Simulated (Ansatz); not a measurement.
Level of theory: Ansatz, DFT PBE, scalar-relativistic, plane waves, PAW. All cells share a 420 eV cutoff and Γ-centred k meshes spaced at most about 0.3 Å⁻¹ (about 0.25 or finer for metals, 2π included). No spin polarisation.

All energies are static (0 K, no zero-point motion).

Two relaxed structures of In3Ga2P5:

A.

```xyz
10
Lattice="-1.9138 1.9138 13.4840 1.9138 -1.9138 13.4840 1.9138 1.9138 -13.4840" Properties=species:S:1:pos:R:3 pbc="T T T"
In    0.0000    0.0000   18.8768
In    0.0000    0.0000    8.0911
In    0.0000    0.0000   13.4840
Ga    0.0000    0.0000   24.3125
Ga    0.0000    0.0000    2.6554
P     0.0000    0.0000   21.6902
P     0.0000    0.0000   10.8178
P     0.0000    0.0000    0.0000
P     0.0000    0.0000   16.1501
P     0.0000    0.0000    5.2777
```

B.

```xyz
10
Lattice="1.9140 1.1051 15.4461 -1.9140 1.1051 15.4461 0.0000 -2.2101 15.4461" Properties=species:S:1:pos:R:3 pbc="T T T"
In    0.0000    0.0000   18.6849
In    0.0000    0.0000    0.0000
In    0.0000    0.0000   27.6534
Ga    0.0000    0.0000    9.1630
Ga    0.0000    0.0000   37.1753
P     0.0000    0.0000   32.5179
P     0.0000    0.0000   13.8205
P     0.0000    0.0000   41.4151
P     0.0000    0.0000   23.1692
P     0.0000    0.0000    4.9233
```

**Question.** Which form is favoured at zero pressure, and by what margin per atom?

**Answer.** B is lower, by 20 meV/atom. A has In and Ga ordered on rock salt sites, space group I4/mmm (No. 139), 19.8 Å³/atom and no gap on its mesh; B has In and Ga ordered on rock salt sites, space group R-3m (No. 166), 19.6 Å³/atom and no gap. In A, around In on a site of symmetry 4mm lie 6 P at 2.71–2.81 Å; Ga has 6 P at 2.62–2.71 Å; around P on a site of symmetry 4mm lie 1 Ga at 2.62 Å and 5 In at 2.71–2.81 Å; 3 more sites not described. In B, around In on a site of symmetry 3m lie 6 P at 2.74–2.78 Å; Ga has 6 P at 2.59–2.64 Å; around P on a site of symmetry 3m lie 6 In at 2.74 Å; 3 more sites not described. Both come from invented guesses.

The k mesh leaves some 4 meV/atom of noise in the energy of each metallic cell. Cells relaxed within their symmetry can be saddle points.
